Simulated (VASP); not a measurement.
## SiC (Moissanite 3C): optical spectrum

Wanted: where SiC (Moissanite 3C) absorbs light, and how strongly it screens. The cell is of the zinc-blende type, one of the forms listed for this formula. The start is a cell from a database of measured crystal structures.

Calculated with VASP 6.6.1; PBE; plane waves and PAW (Si, C).

Experimental background.

“Infrared properties of SiC particles” (1999, arxiv:astro-ph/9903031) quotes from earlier work for SiC, 3C (beta, cubic zinc blende) (literature average; scatter up to 0.2): ε∞ (high-frequency dielectric constant) 6.49 [average of published experimental values; polytype label garbled in the row, 3C inferred …].

## (1) The structure

The structure is cubic, space group F-43m (No. 216). The conventional cell has a = 4.358 Å, b = 4.358 Å, c = 4.358 Å, α = 90.00°, β = 90.00°, γ = 90.00°. Nearest to Si lie 4 C at 1.89 Å. Nearest to C lie 4 Si at 1.89 Å. Farther neighbours are not listed.

## (2) Ground state

The ground state comes first.

The input, INCAR:

```
SYSTEM = SiC
PREC = Accurate
ENCUT = 520
EDIFF = 1E-07
NELM = 100
ISMEAR = 0
SIGMA = 0.05
LREAL = .FALSE.
ALGO = Normal
GGA = PE
NBANDS = 10
LORBIT = 11
LWAVE = .FALSE.
LCHARG = .FALSE.
KPAR = 4
```

The input, POSCAR:

```
SiC
1.0
    0.0000000000      2.1790000000      2.1790000000
    2.1790000000      0.0000000000      2.1790000000
    2.1790000000      2.1790000000      0.0000000000
Si C
1 1
Direct
    0.0000000000      0.0000000000      0.0000000000
    0.7500000000      0.7500000000      0.7500000000
```

The input, KPOINTS:

```
Automatic mesh
0
Gamma
9 9 9
0 0 0
```

The projector-augmented-wave data sets are Si and C (PBE family, release 64).

The run is started by

```console
mpirun -np 4 vasp_std
```

The program printed:

```text
[banner, memory and clock lines left out]
running    4 mpi-ranks, on    1 nodes
 distrk:  each k-point on    1 cores,    4 groups
 distr:  one band on    1 cores,    1 groups

 POSCAR found type information on POSCAR SiC
 POSCAR found :  2 types and       2 ions
 LDA part: xc-table for (Slater+PW92), standard interpolation
 POSCAR, INCAR and KPOINTS ok, starting setup
 FFT: planning ... GRIDC
 FFT: planning ... GRID_SOFT
 FFT: planning ... GRID
 WAVECAR not read
 entering main loop
       N       E                     dE             d eps       ncg     rms          rms(c)
DAV:   1     0.444199281970E+01    0.44420E+01   -0.39714E+03   732   0.671E+02
DAV:   2    -0.162770418892E+02   -0.20719E+02   -0.19676E+02   906   0.115E+02
DAV:   3    -0.169100324211E+02   -0.63299E+00   -0.63198E+00   820   0.174E+01
DAV:   4    -0.169126477960E+02   -0.26154E-02   -0.26152E-02   824   0.141E+00
DAV:   5    -0.169126599682E+02   -0.12172E-04   -0.12172E-04   822   0.887E-02    0.881E+00
DAV:   6    -0.151154539047E+02    0.17972E+01   -0.67514E+00   726   0.125E+01    0.389E+00
DAV:   7    -0.150648495526E+02    0.50604E-01   -0.37362E-01   816   0.378E+00    0.178E+00
DAV:   8    -0.150571943982E+02    0.76552E-02   -0.20544E-02   720   0.103E+00    0.163E-01
DAV:   9    -0.150573345491E+02   -0.14015E-03   -0.14570E-03   926   0.233E-01    0.112E-01
DAV:  10    -0.150574415338E+02   -0.10698E-03   -0.20922E-04   772   0.967E-02    0.243E-02
DAV:  11    -0.150574436664E+02   -0.21326E-05   -0.37587E-05   794   0.342E-02    0.589E-03
DAV:  12    -0.150574440654E+02   -0.39896E-06   -0.14984E-06   746   0.827E-03    0.993E-04
DAV:  13    -0.150574441071E+02   -0.41776E-07   -0.72234E-08   522   0.209E-03
   1 F= -.15057444E+02 E0= -.15057444E+02  d E =-.165203E-11
```

Run time: 2.8 s. Hardware: 4 MPI ranks of Intel Xeon Platinum 8259CL at 2.50GHz (Skylake/Cascade Lake), shared host; peak memory 0.49 GiB; 7.7 s of CPU time.

The logs omit lines about the potential files and the build; timing stands in the text.

OUTCAR, selected parts (step 2):

```text
ion  position               nearest neighbor table
   1  0.000  0.000  0.000-   2 1.89   2 1.89   2 1.89   2 1.89
   2  0.750  0.750  0.750-   1 1.89   1 1.89   1 1.89   1 1.89

  LATTYP: Found a face centered cubic cell.
 ALAT       =     4.3580000000

 Subroutine GETGRP returns: Found 24 space group operations
 (whereof 24 operations were pure point group operations)

The static configuration has the point symmetry T_d .

 Found     35 irreducible k-points:

   k-points           NKPTS =     35   k-points in BZ     NKDIM =     35   number of bands    NBANDS=     10

   dimension x,y,z NGX =    24 NGY =   24 NGZ =   24
   dimension x,y,z NGXF=    48 NGYF=   48 NGZF=   48

   ENCUT  =  520.0 eV  38.22 Ry    6.18 a.u.   5.73  5.73  5.73*2*pi/ulx,y,z

   NELECT =       8.0000    total number of electrons

 k-points in reciprocal lattice and weights: Automatic mesh
   0.00000000  0.00000000  0.00000000       0.001
   0.11111111  0.00000000  0.00000000       0.011
   0.22222222  0.00000000  0.00000000       0.011
   0.33333333  0.00000000  0.00000000       0.011
   0.44444444  0.00000000  0.00000000       0.011
   0.11111111  0.11111111  0.00000000       0.008
   0.22222222  0.11111111  0.00000000       0.033
   0.33333333  0.11111111  0.00000000       0.033
   0.44444444  0.11111111  0.00000000       0.033
[...]
-0.33333333  0.44444444  0.11111111       0.033
  -0.33333333  0.44444444  0.22222222       0.033

 average (electrostatic) potential at core
       1 -80.3729       2 -44.7821

 E-fermi :   8.3198

 k-point     1 :       0.0000    0.0000    0.0000
  band No.  band energies     occupation
      1      -7.2961      2.00000
      2       8.1072      2.00000
      3       8.1072      2.00000
      4       8.1072      2.00000
      5      14.3412      0.00000
      6      15.4144      0.00000
      7      15.4144      0.00000
      8      15.4144      0.00000
      9      22.6135      0.00000
    ...

 k-point     2 :       0.1111    0.0000    0.0000
  band No.  band energies     occupation
      1      -7.0552      2.00000
      2       6.8945      2.00000
      3       7.9449      2.00000
      4       7.9449      2.00000
      5      14.5997      0.00000
      6      15.7053      0.00000
      7      15.7053      0.00000
      8      15.7921      0.00000
      9      21.5403      0.00000
    ...

 k-point     3 :       0.2222    0.0000    0.0000
  band No.  band energies     occupation
      1      -6.3459      2.00000
      2       4.4637      2.00000
      3       7.5924      2.00000
      4       7.5924      2.00000
      5      14.2155      0.00000
      6      16.0362      0.00000
      7      16.0362      0.00000
      8      17.1597      0.00000
      9      21.0514      0.00000
    ...

  Total        0.4149766      0.4149766      0.4149766      0.0000000      0.0000000      0.0000000
  in kB       32.1316113     32.1316113     32.1316113      0.0000000      0.0000000      0.0000000
  external PRESSURE =      32.1316113 kB  Pullay stress =       0.0000000 kB

  energy-cutoff  :      520.00
  volume of cell :       20.69
      direct lattice vectors                 reciprocal lattice vectors
     0.000000000  2.179000000  2.179000000    -0.229463056  0.229463056  0.229463056
     2.179000000  0.000000000  2.179000000     0.229463056 -0.229463056  0.229463056
     2.179000000  2.179000000  0.000000000     0.229463056  0.229463056 -0.229463056

 POSITION                                       TOTAL-FORCE (eV/Angst)
 -----------------------------------------------------------------------------------
      0.00000      0.00000      0.00000         0.000000      0.000000      0.000000
      3.26850      3.26850      3.26850        -0.000000     -0.000000     -0.000000
 -----------------------------------------------------------------------------------
    total drift:                               -0.000000     -0.000000     -0.000000

  FREE ENERGIE OF THE ION-ELECTRON SYSTEM (eV)
  ---------------------------------------------------
  free  energy   TOTEN  =       -15.0574441071 eV

  energy  without entropy=      -15.0574441071  energy(sigma->0) =      -15.05744411

 total charge
# of ion       s       p       d       tot
------------------------------------------
    1        0.708   0.972   0.000   1.680
    2        0.837   1.709   0.000   2.546
--------------------------------------------------
tot          1.545   2.681   0.000   4.226

[... 3 further parts left out ...]
```

The gap is read on the k-mesh alone, so it is an upper bound where the band edges lie off the mesh.

This step gave:

| Quantity | Value |
| --- | --- |
| free energy (TOTEN) | -15.06 eV |
| Fermi energy | 8.320 eV |
| pressure | 3.213 GPa |
| gap on the k-mesh | 1.502 eV |
| least direct gap on the k-mesh | 4.621 eV |

The cell has a gap of 1.50 eV on this mesh and a pressure of +3.2 GPa, which holds the misfit of the given cell and coordinates with this functional, and any error of cutoff, mesh and data sets.

## (3) Spectrum

LOPTICS sums the direct transitions; the mesh is finer and NBANDS larger than for the ground state.

INCAR, as its differences from that of step 2:

```diff
@@ -10,4 +10,3 @@
 GGA = PE
-NBANDS = 10
-LORBIT = 11
+NBANDS = 16
 LWAVE = .FALSE.
@@ -15 +14,4 @@
 KPAR = 4
+LOPTICS = .TRUE.
+NEDOS = 2000
+CSHIFT = 0.2
```

POSCAR is that of step 2.

The input, KPOINTS:

```
Automatic mesh
0
Gamma
14 14 14
0 0 0
```

The run is started by

```console
mpirun -np 4 vasp_std
```

The program printed:

```text
[... set-up lines as in an earlier step ...]
 entering main loop
       N       E                     dE             d eps       ncg     rms          rms(c)
DAV:   1     0.377978522943E+01    0.37798E+01   -0.37158E+03  3448   0.422E+02
DAV:   2    -0.164538415705E+02   -0.20234E+02   -0.19492E+02  4496   0.944E+01
DAV:   3    -0.169116996109E+02   -0.45786E+00   -0.45746E+00  3944   0.107E+01
DAV:   4    -0.169127117298E+02   -0.10121E-02   -0.10121E-02  4464   0.659E-01
DAV:   5    -0.169127146409E+02   -0.29110E-05   -0.29110E-05  3936   0.318E-02    0.881E+00
DAV:   6    -0.151119415266E+02    0.18008E+01   -0.52771E+00  4256   0.783E+00    0.378E+00
DAV:   7    -0.150654623617E+02    0.46479E-01   -0.39807E-01  4528   0.274E+00    0.184E+00
DAV:   8    -0.150579973802E+02    0.74650E-02   -0.19686E-02  3944   0.701E-01    0.160E-01
DAV:   9    -0.150577494612E+02    0.24792E-03   -0.22732E-03  4168   0.191E-01    0.980E-02
DAV:  10    -0.150578563065E+02   -0.10685E-03   -0.21094E-04  3920   0.716E-02    0.293E-02
DAV:  11    -0.150578607155E+02   -0.44090E-05   -0.27320E-05  4616   0.221E-02    0.678E-03
DAV:  12    -0.150578612015E+02   -0.48598E-06   -0.22461E-06  3864   0.621E-03    0.162E-03
DAV:  13    -0.150578612330E+02   -0.31476E-07   -0.17629E-07  3976   0.185E-03
   1 F= -.15057861E+02 E0= -.15057861E+02  d E =-.404214E-12
 optical routines
 imaginary and real dielectric function
 recalculating local potential from charge density
 direction            1
 direction            2
 direction            3
```

Elapsed: 6.6 s, on 4 MPI ranks; peak memory 0.66 GiB.

OUTCAR, selected parts (step 3):

```text
The static configuration has the point symmetry T_d .

 Found    104 irreducible k-points:

   k-points           NKPTS =    104   k-points in BZ     NKDIM =    104   number of bands    NBANDS=     16

   NELECT =       8.0000    total number of electrons

 E-fermi :   8.3198

 k-point     1 :       0.0000    0.0000    0.0000
  band No.  band energies     occupation
      1      -7.2964      2.00000
      2       8.1068      2.00000
      3       8.1068      2.00000
      4       8.1068      2.00000
      5      14.3408      0.00000
      6      15.4143      0.00000
      7      15.4143      0.00000
      8      15.4143      0.00000
      9      22.6134      0.00000
    ...

 k-point     2 :       0.0714    0.0000    0.0000
  band No.  band energies     occupation
      1      -7.1966      2.00000
      2       7.5599      2.00000
      3       8.0361      2.00000
      4       8.0361      2.00000
      5      14.5475      0.00000
      6      15.5067      0.00000
      7      15.5466      0.00000
      8      15.5466      0.00000
      9      22.0179      0.00000
    ...

  Total        0.4146832      0.4146832      0.4146832     -0.0000000      0.0000000     -0.0000000
  in kB       32.1088905     32.1088905     32.1088905     -0.0000000      0.0000000     -0.0000000
  external PRESSURE =      32.1088905 kB  Pullay stress =       0.0000000 kB

  FREE ENERGIE OF THE ION-ELECTRON SYSTEM (eV)
  ---------------------------------------------------
  free  energy   TOTEN  =       -15.0578612330 eV

  energy  without entropy=      -15.0578612330  energy(sigma->0) =      -15.05786123

 plasma frequency squared (from intraband transitions) (eV^2)
  --------------------------------------------------------------------------------------
       0.000       0.000       0.000
       0.000       0.000       0.000
       0.000       0.000       0.000

[... 7 parts as in an earlier step ...]

[... 6 further parts left out ...]
```

These are independent-particle spectra without excitons or local fields, and fine structure depends on the mesh and on CSHIFT.

Numbers from this step:

```
pressure                       : 3.211 GPa
gap on the k-mesh              : 1.357 eV
least direct gap on the k-mesh : 4.542 eV
```

The imaginary dielectric function, xx has structure finer than the step of the table below, so its rows give means over 1 eV, whole bins alone (the curve runs from 0 to 25.0 eV). Peaks (eV: height): 6.8: 21.5, 8.3: 15.1.

Absorption under the direct gap is the tail of the CSHIFT broadening, and fine structure depends on the mesh. Imaginary dielectric function, xx against photon energy; means over each step:

| photon energy (eV) | imaginary dielectric function, xx |
| --- | --- |
| 1 | 0.0498 |
| 2 | 0.116 |
| 3 | 0.238 |
| 4 | 0.677 |
| 5 | 3.67 |
| 6 | 10.7 |
| 7 | 16.8 |
| 8 | 12.6 |
| 9 | 9.37 |
| 10 | 6.23 |
| 11 | 3.73 |
| 12 | 2.72 |
| 13 | 2.09 |
| 14 | 1.46 |
| 15 | 1.23 |
| 16 | 0.858 |
| 17 | 0.622 |
| 18 | 0.477 |
| 19 | 0.385 |
| 20 | 0.285 |
| 21 | 0.229 |
| 22 | 0.243 |
| 23 | 0.218 |
| 24 | 0.224 |

The real dielectric function, xx by photon energy:

photon energy (eV), real dielectric function, xx and a bar from the least value:
```
        0        7.2 ##################
        1        7.3 ##################
        2        7.7 ###################
        3        8.5 ####################
        4       10.3 #######################
        5       13.4 ############################
        6       14.7 ##############################
        7        0.6 ########
        8        2.6 ###########
        9       -3.2 ##
       10       -3.5 #
       11       -4.3 
       12       -2.1 ###
       13       -2.5 ###
       14       -1.9 ####
       15       -1.6 ####
       16       -1.4 #####
       17       -1.0 #####
       18       -0.7 ######
       19       -0.5 ######
       20       -0.3 ######
       21       -0.2 #######
       22        0.0 #######
       23        0.1 #######
       24        0.2 #######
```

(Part 1 of 2 ends here.)

[Lines on the potential files, build, host, timing and source positions are cut from VASP's logs without a mark.]

[Logs are printed without paths, hosts, clocks, repeated set-up lines and the standing remarks that a program may print on its own settings, such as how far it seeks lower states.]

[Hosts, paths, dates, database ids (printed as entryN), source tags and the programs' standing remarks are cut or masked in the printed files.]
